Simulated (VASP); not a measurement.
Write the native input for VASP 6.6.1 that does the following.

* Task: relaxation of cell and atoms
* Functional: PBE
* Potentials or basis: VASP PAW PBE potentials, release 64 (C)
* Cutoff: 700 eV
* k mesh: 14 × 14 × 14
* Occupations: gaussian, width 0.02 eV
* Spin: no spin polarisation
* Further INCAR settings: ALGO = Normal; EDIFF = 1e-07; IBRION = 2; EDIFFG = -0.002; NSW = 80; ISIF = 3

The structure of C lies in POSCAR:

```
C                                       
1.0
   -0.0000000000      1.7854487266      1.7854487266
    1.7854487266      0.0000000000      1.7854487266
    1.7854487266      1.7854487266     -0.0000000000
  C             
     2
Direct
     0.0000000000000000    0.0000000000000000    0.0000000000000000
     0.2500000000000000    0.2500000000000000    0.2500000000000000
```

This isn't the form of C at room conditions, which is graphite.

One way to write it, as run:

INCAR

```
SYSTEM = C
PREC = Accurate ; ENCUT = 700
EDIFF = 1E-7 ; ISMEAR = 0
SIGMA = 0.02 ; LREAL = .False.
LASPH = .True. ; NELM = 60
ALGO = Normal ; ISIF = 3
LWAVE = .False. ; LCHARG = .False.
GGA = PE ; IBRION = 2
NSW = 80 ; EDIFFG = -0.002
```

KPOINTS

```
Automatic mesh
0
Gamma
  14 14 14
  0 0 0
```

Potentials or basis: VASP PAW PBE potentials, release 64 (C).

The run is started by

```bash
$ cat potpaw_PBE.64/C/POTCAR > POTCAR
$ mpirun -np 1 vasp_std > vasp.out
```

It gave:

```json
{
  "Pressure after relaxing": "0.0 GPa",
  "Band gap on the k mesh": "4.12 eV, indirect (least direct gap 5.58 eV)"
}
```

Caveat: the relaxation stopped at its first step, so nothing moved.

Run time: 4.7 s on 1 thread of Intel(R) Xeon(R) 6975P-C (Granite Rapids), with other jobs on the host, peak memory 0.13 GiB.
